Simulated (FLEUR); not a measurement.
# Si (Fd-3m) in FLEUR: further runs, part 2 of 2

FLEUR MaX-R8.1 (patched build s14).

## Step 5: Single point, PBE

inp.xml reads:

```xml
<?xml version="1.0" encoding="UTF-8" standalone="no"?>
<fleurInput fleurInputVersion="0.39">
   <comment>
      Si                                                                                                  
   </comment>
   <calculationSetup>
      <cutoffs Kmax="4.9" Gmax="15.2" GmaxXC="15.2" numbands="0"/>
      <scfLoop itmax="60" minDistance="0.00001" maxIterBroyd="15" imix="Anderson" alpha="0.05" precondParam="0.0" spinf="2.0" sdNocoIR="T"/>
      <coreElectrons ctail="T" frcor="F" kcrel="0" coretail_lmax="0"/>
      <xcFunctional name="pbe" relativisticCorrections="F"/>
      <magnetism jspins="1"/>
      <soc l_soc="F" theta="0.0" phi="0.0" spav="F"/>
      <expertModes spex="0" secvar="F"/>
      <geometryOptimization l_f="T" forcealpha="1.0" forcemix="BFGS" epsdisp="0.0005" epsforce="0.0002"/>
      <ldaU l_linMix="F" mixParam="0.05" spinf="1.0"/>
   </calculationSetup>
   <cell>
      <bzIntegration valenceElectrons="24.0" mode="hist" fermiSmearingEnergy="0.00183747">
         <kPointListSelection listName="default-1"/>
         <!-- k-points included here -->
         <xi:include xmlns:xi="http://www.w3.org/2001/XInclude" href="kpts.xml"> </xi:include>
      </bzIntegration>
      <!-- symmetry operations included here -->
      <xi:include xmlns:xi="http://www.w3.org/2001/XInclude" href="sym.xml"> </xi:include>
      <bulkLattice scale="1.0">
         <bravaisMatrix>
            <row-1>    0.0000000000000000     5.1435532944025564     5.1435532944025564</row-1>
            <row-2>    5.1435532944025564     0.0000000000000000     5.1435532944025564</row-2>
            <row-3>    5.1435532944025564     5.1435532944025564     0.0000000000000000</row-3>
         </bravaisMatrix>
      </bulkLattice>
   </cell>
   <atomSpecies>
      <species name="Silicon (Si)" element="Si" atomicNumber="14">
         <mtSphere radius="2.0" gridPoints="681" logIncrement="0.017"/>
         <atomicCutoffs lmax="8" lnonsphr="6"/>
         <electronConfig flipSpins="F">
            <coreConfig>(1s1/2)</coreConfig>
            <valenceConfig>(2s1/2) (2p1/2) (2p3/2) (3s1/2) (3p1/2) (3p3/2)</valenceConfig>
            <stateOccupation state="(3p1/2)" spinUp="0.333333" spinDown="0.333333"/>
            <stateOccupation state="(3p3/2)" spinUp="0.666667" spinDown="0.666667"/>
         </electronConfig>
         <energyParameters s="3" p="3" d="3" f="4"/>
         <lo type="SCLO" l="0" n="2" eDeriv="0"/>
         <lo type="SCLO" l="1" n="2" eDeriv="0"/>
         <lo type="SCLO" l="2" n="3" eDeriv="2"/>
         <lo type="SCLO" l="3" n="4" eDeriv="2"/>
      </species>
   </atomSpecies>
   <atomGroups>
      <atomGroup species="Silicon (Si)">
         <relPos label="                   1">3.000/8.000 3.000/8.000 3.000/8.000</relPos>
         <relPos label="                   2">-3.000/8.000 -3.000/8.000 -3.000/8.000</relPos>
         <force calculate="T" relaxXYZ="TTT"/>
      </atomGroup>
   </atomGroups>
   <output dos="F" band="F" slice="F">
      <checks vchk="F" cdinf="F"/>
      <bandDOS minEnergy="-.5*Htr" maxEnergy="0.5*Htr" sigma="0.015" storeEVData="T"/>
      <vacuumDOS vacdos="F" integ="F" star="F" nstars="0" locx1="0.0" locy1="0.0" locx2="0.0" locy2="0.0" nstm="0" tworkf="0.0"/>
      <unfoldingBand unfoldBand="F" supercellX="1" supercellY="1" supercellZ="1"/>
      <plotting iplot="0" polar="F">
         <plot TwoD="T" vec1="  1.0  0.0  0.0" vec2="  0.0  1.0  0.0" vec3="  0.0  0.0  1.0" zero="  0.0  0.0  0.0" file="plot"/>
      </plotting>
      <chargeDensitySlicing numkpt="0" minEigenval="0.0" maxEigenval="0.0" nnne="0" pallst="F"/>
      <specialOutput eonly="F"/>
      <moessbauerParams electricFieldGradient="T" isomerShift="T" coreHyperfine="T" valenceHyperfine="T"/>
      <magneticCircularDichroism mcd="F" energyLo="-10.0" energyUp="0.0"/>
   </output>
  <!-- We include the file relax.xml here to enable relaxations (see documentation) -->
  <xi:include xmlns:xi="http://www.w3.org/2001/XInclude" href="relax.xml"> <xi:fallback/> </xi:include>
</fleurInput>
```

crystal.txt reads:

```
Si
&input cartesian=F /
0.0000000000  2.7218511865  2.7218511865
2.7218511865  0.0000000000  2.7218511865
2.7218511865  2.7218511865  0.0000000000
1.8897261246
1.0 1.0 1.0

2
14 0.5000000000  0.5000000000  0.5000000000
14 0.7500000000  0.7500000000  0.7500000000

&kpt div1=8 div2=8 div3=8 gamma=T /
```

Launch:

```sh
inpgen -f crystal.txt -profile fastHighL
# inp.xml edited to the form shown
fleur_MPI
```

Wall time 76 s (1 thread of Arm Neoverse N1, shared host); peak memory 0.06 GiB.

Results (log left out):

```yaml
Free_energy: -15784.5410 eV
Band_gap_on_the_k_mesh: 0.63 eV, indirect (least direct gap 2.56 eV)
Valence_electrons_inside_the_program's_atomic_spheres: Si 9.77 (radii Si 2.0 bohr)
```

Levels at points of the mesh, in eV from the valence-band top:
```tsv
k point	band 9	band 10	band 11	band 12	band 13	band 14	band 15	band 16	band 17
(0.00, 0.00, 0.00)	-11.91	0.00	0.00	0.00	2.56	2.56	2.56	3.29	7.72
(0.00, 0.00, 0.50)	-9.60	-6.94	-1.19	-1.19	1.51	3.34	3.34	7.72	10.53
(0.00, 0.50, 0.50)	-7.79	-7.79	-2.83	-2.83	0.73	0.73	10.05	10.05	10.95
```

Core levels (eV from the Fermi level):
| atom | levels |
| --- | --- |
| 1 Si | 1s1/2 -1780.2 |
| 2 Si | 1s1/2 -1780.2 |

A k mesh can miss the band edges. Expect the measured gap to be larger: semilocal functionals such as PBE lack the derivative discontinuity.

## Step 6: Single point, PBE (atoms moved at random, drawn with an rms of 0.05 Å)

Changes to inp.xml since step 5:

```diff
@@ -34,3 +34,3 @@
       <species name="Silicon (Si)" element="Si" atomicNumber="14">
-         <mtSphere radius="2.0" gridPoints="681" logIncrement="0.017"/>
+         <mtSphere radius="2.0" gridPoints="671" logIncrement="0.017"/>
          <atomicCutoffs lmax="8" lnonsphr="6"/>
@@ -51,4 +51,4 @@
       <atomGroup species="Silicon (Si)">
-         <relPos label="                   1">3.000/8.000 3.000/8.000 3.000/8.000</relPos>
-         <relPos label="                   2">-3.000/8.000 -3.000/8.000 -3.000/8.000</relPos>
+         <relPos label="                   1">.3827170000 .3687245000 .3796545000</relPos>
+         <relPos label="                   2">-.3827170000 -.3687245000 -.3796545000</relPos>
          <force calculate="T" relaxXYZ="TTT"/>
```

Changes to crystal.txt since step 5:

```diff
@@ -9,4 +9,4 @@
 2
-14 0.5000000000  0.5000000000  0.5000000000
-14 0.7500000000  0.7500000000  0.7500000000
+14 0.5093070000  0.4893590000  0.5031720000
+14 0.7438730000  0.7519100000  0.7438630000
```

Potentials or basis: all-electron, FLAPW.

Launch:

```sh
inpgen -f crystal.txt -profile fastHighL
# inp.xml edited to the form shown
fleur_MPI
```

What it wrote:

```text
Welcome to FLEUR        (www.flapw.de)
      MaX-Release 8.1          (www.max-centre.eu)

 ========== k-point set info ==========
 Selected k-point list: default-1
 k-point list type: mesh
 8 x 8 x 8
 Number of k points: 260

 ------------Calculation Setup---------------------------
 Number of MPI-tasks      :            1
 Number of PE/node        :            1
 Number of OMP-threads    :            1
 Most efficient MPI parallelization for:
           1           2           4           5          10          13          20          26          52          65         130         260
 Additional eigenvalue parallelization possible
 Number of basis functions:          616
 Approximate size of matrices (H+S) per k-point:         0.006 GB
 --------------------------------------------------------
 Iteration:     1   Distance:       7.79693016 me/bohr^3
 Iteration:     2   Distance:       7.36213039 me/bohr^3
 Iteration:     3   Distance:       0.84267061 me/bohr^3
 Iteration:     4   Distance:       0.45770512 me/bohr^3
 Iteration:     5   Distance:       0.20309916 me/bohr^3
 Iteration:     6   Distance:       0.01688646 me/bohr^3
 Iteration:     7   Distance:       0.01402887 me/bohr^3
 Iteration:     8   Distance:       0.00143060 me/bohr^3
 Iteration:     9   Distance:       0.00177581 me/bohr^3
 Iteration:    10   Distance:       0.00052399 me/bohr^3
 Iteration:    11   Distance:       0.00005608 me/bohr^3
 Iteration:    12   Distance:       0.00005091 me/bohr^3
 Iteration:    13   Distance:       0.00000286 me/bohr^3
 Reset of history

 ********************************************************************
 Run finished successfully
 Stop message:
   Structural relaxation: new displacements generated
 ********************************************************************
```

out.xml (last iteration):

```text
<iteration numberForCurrentRun="   14" overallNumber="   14">
         <energyParameters units="Htr">
            <atomicEP atomType="1" spin="1" branch="3s" branchLowest="-4.69" branchHighest="1.43" value="-0.1673989859"/>
            <atomicEP atomType="1" spin="1" branch="3p" branchLowest="-3.08" branchHighest="1.91" value="0.0043670115"/>
            <atomicEP atomType="1" spin="1" branch="3d" branchLowest="-9.99" branchHighest="2.23" value="0.1902598405"/>
            <atomicEP atomType="1" spin="1" branch="4f" branchLowest="-9.99" branchHighest="4.70" value="0.3559681727"/>
[... 72 lines left out ...]
            <extrapolationTo0K value="-580.0700303675"/>
         </totalEnergy>
         <totalForcesOnRepresentativeAtoms units="Htr/bohr">
            <forceTotal atomType="1" x="3.849327" y="3.921298" z="3.865079" F_x="0.00193996" F_y="-0.01743499" F_z="-0.00163778"/>
         </totalForcesOnRepresentativeAtoms>
      </iteration>
```

Run time: 12 min. Hardware: 1 thread of Arm Neoverse N1, shared host; peak memory 0.11 GiB.

What came out:

| Quantity | Value |
| --- | --- |
| Free energy | -15784.5098 eV |
| Largest force | 0.906 eV/Å |
| Band gap on the k mesh | 0.23 eV, indirect (least direct gap 2.03 eV) |
| Valence electrons inside the program's atomic spheres | Si 9.77 (radii Si 2.0 bohr) |

Forces in eV/Å, atoms in the order of the input:
```
Si   0.100 -0.897 -0.084
Si  -0.100  0.897  0.084
```

Core levels (eV from the Fermi level):
```tsv
atom	levels
1 Si	1s1/2 -1780.3
2 Si	1s1/2 -1780.3
```

A k mesh can miss the band edges.

## Step 7: Overview

```csv
level,cell,k mesh,gmax,muffin-tin radii,max iterations,density convergence,kmax,mesh quality,gap on the mesh (eV)
PBE0,as given,4 × 4 × 4,12.5 1/bohr,Si 2.06 bohr,30,0.0001 me/bohr^3,4.03 1/bohr,coarse,2.06
HSE06,as given,4 × 4 × 4,12.5 1/bohr,Si 2.06 bohr,30,0.0001 me/bohr^3,4.03 1/bohr,coarse,1.33
PBE,as given,4 × 4 × 4,12.5 1/bohr,Si 2.06 bohr,60,1e-05 me/bohr^3,4.03 1/bohr,coarse,0.71
PBE,as given,8 × 8 × 8,15.2 1/bohr,Si 2.0 bohr,60,1e-05 me/bohr^3,4.9 1/bohr,not flagged,0.63
PBE,"atoms moved at random, drawn with an rms of 0.05 Å",8 × 8 × 8,15.2 1/bohr,Si 2.0 bohr,60,1e-05 me/bohr^3,4.9 1/bohr,not flagged,0.23
```

Alike in all rows: task single point; potentials or basis all-electron, FLAPW; no spin polarisation; smearing fermi-dirac 0.05 eV.

Caveats: some runs use coarse meshes; core states are solved in the semilocal potential (some runs).

Compare energies only between runs with the same functional and basis.
